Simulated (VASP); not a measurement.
Crystal: C.

```
CELL_PARAMETERS angstrom
2.46485 0.00000 0.00000
-1.23243 2.13462 0.00000
0.00000 0.00000 6.69061
ATOMIC_POSITIONS crystal
C 0.00000 0.00000 0.25000
C 0.00000 0.00000 0.75000
C 0.33333 0.66667 0.25000
C 0.66667 0.33333 0.75000
```

* Program: VASP 6.6.1
* Task: relaxation of cell and atoms
* Functional: HSE06
* Potentials or basis: VASP PAW PBE potentials, release 64 (C)
* Cutoff: 520 eV
* k mesh: 9 × 9 × 2
* Occupations: gaussian, width 0.03 eV
* Spin: no spin polarisation

At the start: pressure -3.8 GPa; volume 8.80 Å³/atom.

Question: How do energy, volume and symmetry change on relaxing?

Answer: Over 10 steps the energy falls by 10.4 meV/atom and the volume is 9.70 Å³/atom (+10.2 %); space group P6_3/mmc (No. 194, to 0.05 Å).

Step by step:
```csv
step,energy change (eV),largest force (eV/Å),pressure (GPa),volume (Å³)
1,0.0000,0.0000,-3.79,35.20
2,0.0410,0.0000,13.53,34.14
3,-0.0105,0.0000,1.29,34.87
4,-0.0146,0.0000,1.15,35.12
5,-0.0250,0.0000,0.72,35.87
6,-0.0374,0.0000,-0.03,37.36
7,-0.0365,0.0000,-1.48,40.35
8,-0.0412,0.0000,-0.76,38.82
9,-0.0135,0.0000,7.80,38.49
10,-0.0414,0.0000,-0.09,38.79
```

Final structure:
```yaml
crystal:
  lattice:
    - [2.45191, 0.00000, 0.00000]
    - [-1.22596, 2.12342, 0.00000]
    - [0.00000, 0.00000, 7.45040]
  atoms:
    - { symbol: C, position: [0.00000, 0.00000, 0.25000] }
    - { symbol: C, position: [0.00000, 0.00000, 0.75000] }
    - { symbol: C, position: [0.33333, 0.66667, 0.25000] }
    - { symbol: C, position: [0.66667, 0.33333, 0.75000] }
```

Caveat: the k mesh is coarse (spacing up to 0.47 Å⁻¹), so the values aren't converged, least of all with exact exchange; the PAW data sets were made with another functional, which shifts forces and pressure a little; this functional lacks dispersion, which binds the layers, so the pressure and a relaxed spacing across them are unreliable.
